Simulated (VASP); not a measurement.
A run of VASP 6.6.1 is set up as follows.

POSCAR

```
TePt
1.0
    4.1109992400      0.0000000000      0.0000000000
   -2.0554996200      3.5602297800      0.0000000000
    0.0000000000      0.0000000000      5.4459992500
Pt Te
2 2
Direct
    0.0000000000      0.0000000000      0.0000000000
    0.0000000000      0.0000000000      0.5000000000
    0.3333333333      0.6666666667      0.2500000000
    0.6666666667      0.3333333333      0.7500000000
```

INCAR.step1

```
SYSTEM = TePt
  ALGO = Normal
  EDIFF = 1E-5
  ENCUT = 450
  GGA = PE
  ISIF = 2
  ISMEAR = 0
  ISPIN = 2
  LASPH = .TRUE.
  LCHARG = .FALSE.
  LMAXMIX = 4
  LORBIT = 11
  LREAL = .FALSE.
  LWAVE = .TRUE.
  MAGMOM = 0.5 -0.5 0 0
  NELM = 100
  PREC = Accurate
  SIGMA = 0.05
```

The input INCAR.step2:

```
SYSTEM = TePt
  ALGO = Normal
  EDIFF = 1E-7
  ENCUT = 450
  GGA = PE
  HFSCREEN = 0.2
  ISIF = 2
  ISMEAR = 0
  ISPIN = 2
  ISTART = 1
  LASPH = .TRUE.
  LCHARG = .FALSE.
  LHFCALC = .TRUE.
  LMAXMIX = 4
  LORBIT = 11
  LREAL = .FALSE.
  LWAVE = .FALSE.
  MAGMOM = 0.5 -0.5 0 0
  NELM = 100
  PREC = Accurate
  PRECFOCK = Fast
  SIGMA = 0.05
```

The input KPOINTS:

```
k-points
0
G
  4 4 3
  0 0 0
```

Potentials or basis: VASP PAW PBE potentials, release 64 (Pt, Te).

Launch:

```bash
$ cat potpaw_PBE.64/Pt/POTCAR potpaw_PBE.64/Te/POTCAR > POTCAR
$ cp INCAR.step1 INCAR
$ mpirun -np 1 vasp_std > vasp.out
$ cp INCAR.step2 INCAR
$ mpirun -np 1 vasp_std > vasp.out
```

(1) Predict the band gap on the k mesh.

(2) Predict the pressure.

## Answers

(1) none (metal or under the smearing width).

(2) 12.7 GPa.

Caveat: the k mesh is coarse (spacing up to 0.44 Å⁻¹), so the values aren't converged, least of all with exact exchange; the PAW data sets were made with another functional, which shifts forces and pressure a little.
